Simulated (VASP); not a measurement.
# Fe (Im-3m) in VASP: notebook

The runs below take Fe through relaxation of cell and atoms, with PBEsol, LDA.

Program: VASP 6.6.1. These are calculated values, not measurements. Logs are shortened: lines on timing, memory, paths and dates and some standing lists are left out, and cuts for length are marked.

## 1. Starting point

Symmetry: Im-3m, No. 229, cubic system. Conventional cell: a = 2.859 Å, b = 2.859 Å, c = 2.859 Å, α = 90.00°, β = 90.00°, γ = 90.00°. Fe (site symmetry m-3m) is surrounded by 8 Fe at 2.48 Å.

## 2. Relaxation of cell and atoms, PBEsol, collinear spin, ferromagnetic start

File INCAR:

```
SYSTEM = Fe
ALGO     = Normal         ! electronic algorithm
EDIFF    = 1E-7           ! SCF threshold, eV
EDIFFG   = -0.005         ! ionic threshold
ENCUT    = 600            ! plane-wave cutoff, eV
GGA      = PS             ! functional
IBRION   = 2              ! ionic algorithm
ISIF     = 3              ! what is computed and relaxed
ISMEAR   = 0              ! smearing method
ISPIN    = 2              ! spin polarisation
LASPH    = .True.         ! aspherical terms in the spheres
LCHARG   = .False.        ! write CHGCAR
LMAXMIX  = 4              ! l up to which the mixer works
LORBIT   = 11             ! projections on sites
LREAL    = .False.        ! projectors in reciprocal space
LWAVE    = .False.        ! write WAVECAR
MAGMOM   = 3              ! initial moments
NELM     = 100            ! most SCF steps
NSW      = 90             ! ionic steps
PREC     = Accurate       ! precision mode
SIGMA    = 0.1            ! smearing width, eV
```

File KPOINTS:

```
k-points
0
Gamma
  20 20 20
  0 0 0
```

File POSCAR:

```
Fe
1.0
   -1.4295500000      1.4295500000      1.4295500000
    1.4295500000     -1.4295500000      1.4295500000
    1.4295500000      1.4295500000     -1.4295500000
Fe
1
Direct
    0.0000000000      0.0000000000      0.0000000000
```

Potentials or basis: VASP PAW PBE potentials, release 64 (Fe).

Command:

```bash
> cat potpaw_PBE.64/Fe/POTCAR > POTCAR
> mpirun -np 1 vasp_std > vasp.out
```

OUTCAR:

```text
SYSTEM = Fe
   EDIFF = 1E-7
   EDIFFG = -0.005
   ENCUT = 600
   GGA = PS
   IBRION = 2
   ISIF = 3
   ISMEAR = 0
   ISPIN = 2
   LASPH = .True.
   LORBIT = 11
   LREAL = .False.
   NELM = 100
   NSW = 90
   PREC = Accurate

 ion  position               nearest neighbor table
   1  0.000  0.000  0.000-

  LATTYP: Found a body centered cubic cell.
 ALAT       =     2.8591000000

  Lattice vectors:

 A1 = (  -1.4295500000,   1.4295500000,   1.4295500000)
 A2 = (   1.4295500000,  -1.4295500000,   1.4295500000)
 A3 = (   1.4295500000,   1.4295500000,  -1.4295500000)

Analysis of symmetry for initial positions (statically):
=====================================================================
 Subroutine PRICEL returns:
 Original cell was already a primitive cell.

 Routine SETGRP: Setting up the symmetry group for a
 body centered cubic supercell.

 Subroutine GETGRP returns: Found 48 space group operations
 (whereof 48 operations were pure point group operations)
 out of a pool of 48 trial point group operations.

The static configuration has the point symmetry O_h .

Analysis of symmetry for dynamics (positions and initial velocities):
=====================================================================
 Subroutine PRICEL returns:
 Original cell was already a primitive cell.

 Routine SETGRP: Setting up the symmetry group for a
 body centered cubic supercell.

 Subroutine GETGRP returns: Found 48 space group operations
 (whereof 48 operations were pure point group operations)
 out of a pool of 48 trial point group operations.

The dynamic configuration has the point symmetry O_h .

Analysis of structural, dynamic, and magnetic symmetry:
=====================================================================
 Subroutine PRICEL returns:
 Original cell was already a primitive cell.

 Routine SETGRP: Setting up the symmetry group for a
 body centered cubic supercell.

 Subroutine GETGRP returns: Found 48 space group operations
 (whereof 48 operations were pure point group operations)
 out of a pool of 48 trial point group operations.

The overall configuration has the point symmetry O_h .

 Subroutine INISYM returns: Found 48 space group operations
 (whereof 48 operations are pure point group operations),
 and found     1 'primitive' translations

----------------------------------------------------------------------------------------

                                     Primitive cell

  volume of cell :      11.6858

  direct lattice vectors                    reciprocal lattice vectors
    -1.429550000  1.429550000  1.429550000     0.000000000  0.349760414  0.349760414
     1.429550000 -1.429550000  1.429550000     0.349760414  0.000000000  0.349760414
     1.429550000  1.429550000 -1.429550000     0.349760414  0.349760414  0.000000000

  length of vectors
     2.476053232  2.476053232  2.476053232     0.494635921  0.494635921  0.494635921

  position of ions in fractional coordinates (direct lattice)
     0.000000000  0.000000000  0.000000000

  ion indices of the primitive-cell ions
   primitive index   ion index
                 1           1

----------------------------------------------------------------------------------------

 KPOINTS: k-points

Automatic generation of k-mesh.
 Grid dimensions read from file:
 generate k-points for:   20   20   20

 Generating k-lattice:

  Cartesian coordinates                     Fractional coordinates (reciprocal lattice)
     0.000000000  0.017488021  0.017488021     0.050000000  0.000000000  0.000000000
     0.017488021  0.000000000  0.017488021     0.000000000  0.050000000  0.000000000
     0.017488021  0.017488021  0.000000000     0.000000000  0.000000000  0.050000000

  Length of vectors
     0.024731796  0.024731796  0.024731796

  Shift w.r.t. Gamma in fractional coordinates (k-lattice)
     0.000000000  0.000000000  0.000000000

 Subroutine IBZKPT returns following result:
 ===========================================

 Found    256 irreducible k-points:

 Following reciprocal coordinates:
            Coordinates               Weight
  0.000000  0.000000  0.000000      1.000000
  0.050000  0.000000  0.000000     12.000000
  0.100000  0.000000  0.000000     12.000000
  0.150000  0.000000  0.000000     12.000000
  0.200000  0.000000  0.000000     12.000000
  0.250000  0.000000  0.000000     12.000000
[... 16 lines left out ...]
  0.200000  0.100000 -0.000000     48.000000
  0.250000  0.100000  0.000000     48.000000
 [... further k-points ...]
   k-points           NKPTS =    256   k-points in BZ     NKDIM =    256   number of bands    NBANDS=     10
   number of dos      NEDOS =    301   number of ions     NIONS =      1
   total plane-waves  NPLWV =   8000
   dimension x,y,z NGX =    20 NGY =   20 NGZ =   20
   dimension x,y,z NGXF=    40 NGYF=   40 NGZF=   40
   ions per type =               1
   NGX,Y,Z   is equivalent  to a cutoff of  13.43, 13.43, 13.43 a.u.
   NGXF,Y,Z  is equivalent  to a cutoff of  26.86, 26.86, 26.86 a.u.
 SYSTEM =  Fe
   PREC   = accura    normal or accurate (medium, high low for compatibility)
   ISTART =      0    job   : 0-new  1-cont  2-samecut
   ICHARG =      2    charge: 1-file 2-atom 10-const
   ISPIN  =      2    spin polarized calculation?
   LNONCOLLINEAR =      F non collinear calculations
   LSORBIT =      F    spin-orbit coupling
   LASPH  =      T    aspherical Exc in radial PAW
   ENCUT  =  600.0 eV  44.10 Ry    6.64 a.u.   4.95  4.95  4.95*2*pi/ulx,y,z
   NELM   =    100;   NELMIN=  2; NELMDL= -5     # of ELM steps
   EDIFF  = 0.1E-06   stopping-criterion for ELM
   LREAL  =      F    real-space projection
   EDIFFG = -.5E-02   stopping-criterion for IOM
   NSW    =     90    number of steps for IOM
   IBRION =      2    ionic relax: 0-MD 1-quasi-New 2-CG
   NFREE  =      1    steps in history (QN), initial steepest desc. (CG)
   ISIF   =      3    stress and relaxation
   ISYM   =      2    0-nonsym 1-usesym 2-fastsym
   POTIM  = 0.5000    time-step for ionic-motion
   TEBEG  =    0.0;   TEEND  =   0.0 temperature during run
   PSTRESS=    0.0 pullay stress
   NELECT =       8.0000    total number of electrons
   NUPDOWN=      -1.0000    fix difference up-down
   EMIN   =  10.00;   EMAX   =-10.00  energy-range for DOS
   EFERMI =   0.00;   METHOD = LEGACY
   ISMEAR =     0;   SIGMA  =   0.10  broadening in eV -4-tet -1-fermi 0-gaus
   EFERMI_NEDOS =   21; number of points for ismear=-14 and -15
   IALGO  =     38    algorithm
   IMIX   =      4    mixing-type and parameters
     AMIX     =   0.40;   BMIX     =  1.00
     AMIX_MAG =   1.60;   BMIX_MAG =  1.00
  volume/ion in A,a.u.               =      11.69        78.86
  Fermi-wavevector in a.u.,A,eV,Ry     =   1.442842  2.726576 28.324519  2.081793
  Thomas-Fermi vector in A             =   2.561317
   LORBIT       =     11    0 simple, 1 ext, 2 COOP (PROOUT), +10 PAW based schemes
   GGA     = PS    functional components
   LHFCALC =     F    Hartree Fock is set to
   AEXX    =    0.0000 exact exchange contribution
   IVDW    =     0    specifies the selected vdW correction
   LEPSILON=     F    determine dielectric tensor
   LRPA    =     F    only Hartree local field effects (RPA)
 conjugate gradient relaxation of ions
 spin polarized calculation
 Gauss-broadening in eV      SIGMA  =   0.10
  energy-cutoff  :      600.00
  volume of cell :       11.69
 maximum number of plane-waves:       403
   NGX =  9   NGY =  9   NGZ =  9

--------------------------------------- Ionic step        1  -------------------------------------------

 number of electron       7.9999999 magnetization       2.2454498

 Free energy of the ion-electron system (eV)
  ---------------------------------------------------
  ext. energy  EPLUGINS =         0.00000000
  ---------------------------------------------------
  free energy    TOTEN  =        -8.88043748 eV

  energy without entropy =       -8.87557547  energy(sigma->0) =       -8.87800648

------------------------ aborting loop because EDIFF is reached ----------------------------------------

  FORCE on cell =-STRESS in cart. coord.  units (eV):
  Direction    XX          YY          ZZ          XY          YZ          ZX
  --------------------------------------------------------------------------------------
  -------------------------------------------------------------------------------------
  Total       -1.0119812     -1.0119812     -1.0119812      0.0000000     -0.0000000      0.0000000
  in kB     -138.7474418   -138.7474418   -138.7474418      0.0000000     -0.0000000      0.0000000
  external PRESSURE =    -138.7474418 kB  Pullay stress =       0.0000000 kB
[... 195 lines left out ...]
  energy  without entropy=       -8.9172547998  energy(sigma->0) =       -8.91938449

--------------------------------------- Ionic step        7  -------------------------------------------

 number of electron       7.9999999 magnetization       2.0904060

 Free energy of the ion-electron system (eV)
  ---------------------------------------------------
  ext. energy  EPLUGINS =         0.00000000
  ---------------------------------------------------
  free energy    TOTEN  =        -8.92152622 eV

  energy without entropy =       -8.91730594  energy(sigma->0) =       -8.91941608

 E-fermi :   6.2130     XC(G=0): -13.5693

 val. band max:        6.2097463388   @ k =  -0.4500   0.4500   0.0500
 cond. band min:       6.2236230405   @ k =  -0.3000   0.3500   0.2500
 fundamental gap:      0.0138767017
 Fermi energy:         6.2130453313

 spin component 1

 k-point     1 :       0.0000    0.0000    0.0000
  band No.  band energies     occupation
      1      -2.6227      1.00000
      2       3.7964      1.00000
      3       3.7964      1.00000
      4       3.7964      1.00000
      5       5.1567      1.00000
      6       5.1567      1.00000
      7      31.6235      0.00000
      8      31.6235      0.00000
      9      31.6235      0.00000
     10      37.0595      0.00000
[... 287 lines left out ...]
 k-point    24 :       0.2500    0.1000    0.0000
  band No.  band energies     occupation
      1       0.6344      1.00000
      2       3.0119      1.00000
      3       3.5009      1.00000
      4       4.9581      1.00000
      5       5.3737      1.00000
      6       5.9737      0.99964
      7      20.3646      0.00000
      8      24.8677      0.00000
      9      28.5853      0.00000
     10      31.9324      0.00000

 [... further k-points ...]

 spin component 2

 k-point     1 :       0.0000    0.0000    0.0000
  band No.  band energies     occupation
      1      -2.3567      1.00000
      2       5.6132      1.00000
      3       5.6133      1.00000
      4       5.6133      1.00000
      5       7.7213      0.00000
      6       7.7214      0.00000
      7      31.5530      0.00000
      8      31.5530      0.00000
      9      31.5530      0.00000
     10      37.3877      0.00000
[... 287 lines left out ...]
 k-point    24 :       0.2500    0.1000    0.0000
  band No.  band energies     occupation
      1       1.1519      1.00000
      2       4.6922      1.00000
      3       5.0360      1.00000
      4       7.3094      0.00000
      5       7.8139      0.00000
      6       8.0202      0.00000
      7      21.1784      0.00000
      8      25.3493      0.00000
      9      29.1934      0.00000
     10      32.2843      0.00000

 [... further k-points ...]
[... 5 lines left out ...]
  --------------------------------------------------------------------------------------
  -------------------------------------------------------------------------------------
  Total        0.0006195      0.0006195      0.0006195      0.0000000      0.0000000      0.0000000
  in kB        0.0918971      0.0918971      0.0918971      0.0000000      0.0000000      0.0000000
  external PRESSURE =       0.0918971 kB  Pullay stress =       0.0000000 kB
[... 16 lines left out ...]
  FREE ENERGIE OF THE ION-ELECTRON SYSTEM (eV)
  ---------------------------------------------------
  free  energy   TOTEN  =        -8.9215262160 eV

  energy  without entropy=       -8.9173059394  energy(sigma->0) =       -8.91941608

 reached required accuracy - stopping structural energy minimisation

 total charge

# of ion       s       p       d       tot
------------------------------------------
    1        0.512   0.592   6.279   7.383

 magnetization (x)

# of ion       s       p       d       tot
------------------------------------------
    1       -0.012  -0.049   2.133   2.072
```

Wall time 3 min (1 thread of Intel Xeon Platinum 8488C (Sapphire Rapids), shared host); peak memory 0.2 GiB.

Results:

* Free energy: -8.9215 eV
* Relaxed volume: 10.80 Å³/atom
* Relaxed cell: a = 2.412 Å, b = 2.412 Å, c = 2.412 Å, α = 109.47°, β = 109.47°, γ = 109.47°
* Space group after relaxing (to 0.05 Å): Im-3m (No. 229)
* Energy gained by relaxing: 41.1 meV/atom
* Ionic steps: 7
* Pressure after relaxing: 0.0 GPa
* Band gap on the k mesh: none (metal or under the smearing width)
* Net moment: 2.09 μB per cell
* Site moments: Fe +2.07 μB
* Valence electrons inside the program's atomic spheres: Fe 7.38

The path:
| step | energy change (eV) | largest force (eV/Å) | pressure (GPa) | volume (Å³) |
| --- | --- | --- | --- | --- |
| 1 | 0.0000 | 0.0000 | -13.87 | 11.69 |
| 2 | 0.0016 | 0.0000 | 19.59 | 10.06 |
| 3 | -0.0411 | 0.0000 | -0.43 | 10.82 |
| 4 | -0.0411 | 0.0000 | -0.08 | 10.81 |
| 5 | -0.0411 | 0.0000 | 0.28 | 10.79 |
| 6 | -0.0411 | 0.0000 | -0.26 | 10.81 |
| 7 | -0.0411 | 0.0000 | 0.01 | 10.80 |

Final structure:
```yaml
crystal:
  lattice:
    - [-1.39252, 1.39252, 1.39252]
    - [1.39252, -1.39252, 1.39252]
    - [1.39252, 1.39252, -1.39252]
  atoms:
    - { symbol: Fe, position: [0.00000, 0.00000, 0.00000] }
```

Caveat: the PAW data sets were made with another functional, which shifts forces and pressure a little.

## 3. Relaxation of cell and atoms, LDA, collinear spin, ferromagnetic start

Changes to INCAR since step 2:

```diff
@@ -5,3 +5,2 @@
 ENCUT    = 600            ! plane-wave cutoff, eV
-GGA      = PS             ! functional
 IBRION   = 2              ! ionic algorithm
```

KPOINTS is that of step 2.

POSCAR is that of step 2.

Potentials or basis: VASP PAW LDA potentials, release 64 (Fe).

Command:

```bash
> cat potpaw_LDA.64/Fe/POTCAR > POTCAR
> mpirun -np 1 vasp_std > vasp.out
```

It took 3.2 min on 1 thread of Intel Xeon Platinum 8488C (Sapphire Rapids), shared host; peak memory 0.19 GiB.

Results (log left out):

* Free energy: -9.2276 eV
* Relaxed volume: 10.38 Å³/atom
* Relaxed cell: a = 2.380 Å, b = 2.380 Å, c = 2.380 Å, α = 109.47°, β = 109.47°, γ = 109.47°
* Space group after relaxing (to 0.05 Å): Im-3m (No. 229)
* Energy gained by relaxing: 105.6 meV/atom
* Ionic steps: 7
* Pressure after relaxing: 0.0 GPa
* Band gap on the k mesh: none (metal or under the smearing width)
* Net moment: 1.97 μB per cell
* Site moments: Fe +1.94 μB
* Valence electrons inside the program's atomic spheres: Fe 7.48

The path:
```tsv
step	energy change (eV)	largest force (eV/Å)	pressure (GPa)	volume (Å³)
1	0.0000	0.0000	-22.64	11.69
2	0.0498	0.0000	43.42	9.11
3	-0.1055	0.0000	-0.89	10.41
4	-0.1056	0.0000	-0.17	10.38
5	-0.1056	0.0000	0.46	10.36
6	-0.1056	0.0000	-0.48	10.40
7	-0.1056	0.0000	-0.01	10.38
```

Final structure:
```yaml
crystal:
  lattice:
    - [-1.37399, 1.37399, 1.37399]
    - [1.37399, -1.37399, 1.37399]
    - [1.37399, 1.37399, -1.37399]
  atoms:
    - { symbol: Fe, position: [0.00000, 0.00000, 0.00000] }
```

Levels at points of the mesh, in eV from the Fermi level:
Spin up:
```
           k point  band 2  band 3  band 4  band 5  band 6  band 7  band 8  band 9
(0.00, 0.00, 0.00)   -2.50   -2.50   -2.50   -0.95   -0.95   25.71   25.71   25.71
(0.50, 0.00, 0.00)   -3.77   -0.91   -0.71    0.36    0.63    8.18   18.98   21.48
(0.50, 0.50, 0.50)   -5.38    0.31    0.31    0.31   10.42   10.42   10.42   16.61
```
Spin down:
```tsv
k point	band 1	band 2	band 3	band 4	band 5	band 6	band 7
(0.00, 0.00, 0.00)	-8.72	-0.90	-0.90	-0.90	1.17	1.17	25.89
(0.50, 0.00, 0.00)	-4.35	-2.32	0.75	1.08	1.45	2.49	9.42
(0.50, 0.50, 0.50)	-3.94	-3.94	2.15	2.15	2.15	10.88	10.88
```

Caveat: the volume moved by -11 % from the deposited cell, more than functionals usually miss. Zero-point motion and thermal expansion aren't in these numbers.
